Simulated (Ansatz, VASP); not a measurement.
**One calculation of Al, two programs**

Contents of INCAR:

```
SYSTEM = Al
ALGO     = Normal         ! electronic algorithm
EDIFF    = 1E-6           ! SCF threshold, eV
ENCUT    = 520            ! plane-wave cutoff, eV
GGA      = PE             ! functional
ISIF     = 2              ! what is computed and relaxed
ISMEAR   = 0              ! smearing method
LASPH    = .TRUE.         ! aspherical terms in the spheres
LCHARG   = .FALSE.        ! write CHGCAR
LREAL    = .FALSE.        ! projectors in reciprocal space
LWAVE    = .FALSE.        ! write WAVECAR
NBANDS   = 8              ! bands
NELM     = 80             ! most SCF steps
PREC     = Accurate       ! precision mode
SIGMA    = 0.15           ! smearing width, eV
```

The input KPOINTS:

```
k-points
0
G
  22 22 22
  0 0 0
```

Contents of POSCAR:

```
Al
1.0
   -1.4897005849      1.4897005849      2.0087122686
    1.4897005849     -1.4897005849      2.0087122686
    1.4897005849      1.4897005849     -2.0087122686
Al
1
Direct
    0.0000000000      0.0000000000      0.0000000000
```

Input for Ansatz:

```yaml
crystal:
  lattice:
    - [-1.4897005849, 1.4897005849, 2.0087122686]
    - [1.4897005849, -1.4897005849, 2.0087122686]
    - [1.4897005849, 1.4897005849, -2.0087122686]
  atoms:
    - { symbol: Al, position: [0.0, 0.0, 0.0] }
basis:
  ecutwfc: 420
kpoints:
  mp_grid: { grid: [22, 22, 22] }
hamiltonian:
  xc: pbe
scf:
  occupations: { method: gaussian, width: 0.15 }
output:
  forces: true
  stress: true
  eigenvalues: true
```

Alike in both runs: task single point; functional PBE; k mesh 22 × 22 × 22; occupations gaussian, width 0.15 eV; no spin polarisation.

```csv
,VASP,Ansatz
version,VASP 6.6.1,Ansatz 0.2.0
potentials or method,"VASP PAW PBE potentials, release 64 (Al)","scalar-relativistic, plane waves, PAW"
plane-wave cutoff (eV),520,420
valence electrons in the cell,3,3
```

|  | VASP | Ansatz | Ansatz less VASP |
| --- | --- | --- | --- |
| gap on the k mesh at the Fermi level (eV) | none | none | - |
| pressure (GPa) | -5.0 | -4.9 | +0.03 |
| largest component of the traceless stress (GPa) | 1.21 | 1.22 | +0.005 |

A gap of «none» marks a metal or a gap that the smearing closes.
